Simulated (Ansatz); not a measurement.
# CoO (R-3m): equation of state

The task here is to estimate one member of a computed series from the others.

Computed with Ansatz 0.2.0 (DFT PBE+U (U_eff = 3.3 eV on Co 3d), scalar-relativistic, plane waves, PAW, unless a step's input says otherwise).

### Starting point

Symmetry: R-3m, No. 166, trigonal system. The conventional cell has a = 3.056 Å, b = 3.056 Å, c = 7.408 Å, α = 90.00°, β = 90.00°, γ = 120.00°. Around Co (site symmetry -3m) lie 6 O at 2.15 Å. Around O (site symmetry -3m) lie 6 Co at 2.15 Å.

Coordinates:

```
CELL_PARAMETERS angstrom
-2.13109 -2.13109 4.29208
-4.29208 -2.13109 2.13109
-2.13109 -4.29208 2.13109
ATOMIC_POSITIONS crystal
Co 0.00000 0.00000 0.00000
O 0.25000 0.25000 0.25000
Co 0.50000 0.50000 0.50000
O 0.75000 0.75000 0.75000
```

This cell comes from an earlier session at PBE+U (U_eff = 3.3 eV on Co 3d): 9.987 Å³/atom at 0.00 GPa, on a 10×10×10 mesh. The large moments point both ways and cancel.

Volume factors to run: 0.980, 1.020, 0.960, 1.040.

The first run:

The input, input.yaml:

```yaml
crystal:
  lattice:
    - [-2.116784304, -2.116784304, 4.2632697156]
    - [-4.2632697156, -2.116784304, 2.116784304]
    - [-2.116784304, -4.2632697156, 2.116784304]
  atoms:
    - { symbol: Co, position: [0.0, 0.0, 0.0], spin: 2.8 }
    - { symbol: O, position: [1.2499999996, -0.7500000004, -0.7500000004] }
    - { symbol: Co, position: [0.5, 0.5, 0.5], spin: -2.8 }
    - { symbol: O, position: [1.7500000004, -0.2499999996, -0.2499999996] }
basis:
  ecutwfc: 420
  ecutrho_ratio: 4
kpoints:
  mp_grid: { grid: [10, 10, 10] }
hamiltonian:
  xc: pbe
  hubbard:
    sites:
      - { species: Co, l: d, u_eff: 3.3, starting_ns: start.occupation_matrices }
    ns_hold: { iters: 6 }
scf:
  occupations: { method: gaussian, width: 0.05 }
  lower_state_search: "off"
output:
  forces: true
  stress: true
  eigenvalues: true
  populations: true
magnetization:
  spin_polarized: true
relax:
  f_tol: 0.01
  max_steps: 40
  cell: { stress_tol: 0.1, fix: [volume] }
```

start.occupation_matrices holds the open shells' occupation matrices from the neighbouring geometry.

Started as:

```
$ ansatz run input.yaml --threads 2 --pin off --max-ram 5120MiB --backend cpu --events-out ev --progress --plain --runs-dir out
```

Steps of the session up to this table: Scaling the volume by 0.980; At 1.020 of the relaxed volume; Scaling the volume by 0.960; Volume × 1.040.

One table of the session follows, with a row left open; its other results are not shown here.

It belongs to the step «Energy and pressure against volume». 

| volume (Å³/atom) | energy (meV/atom) | pressure (GPa) | gap (eV) | moment of atom 1 (μB) |
| --- | --- | --- | --- | --- |
| 9.587 | 9.07 | 7.56 | 2.35 | 2.52 |
| 9.787 | 2.17 | 3.58 | 2.27 | 2.54 |
| 9.987 | 0.00 | 0.00 | 2.16 | 2.54 |
| 10.187 | ? | ? | ? | ? |
| 10.386 | 7.88 | -6.10 | 1.97 | 2.56 |

Estimate the missing values for volume (Å³/atom) = 10.187.

Worked estimate for «energy (meV/atom)». A straight line through the neighbours (9.987, 0.00) and (10.386, 7.88) gives 0.00 + (7.88 − 0.00) × (10.187 − 9.987) / (10.386 − 9.987) = 3.95; a parabola fitted to 3 rows on both sides gives 1.92.

**Answer.** energy (meV/atom): 2.04; pressure (GPa): -3.21; gap (eV): 2.07; moment of atom 1 (μB): 2.56. In «energy (meV/atom)» the line misses by +1.91 and the parabola by -0.12.

To keep in mind: Warnings in the runs' records: anti translation declined, stability check not made.
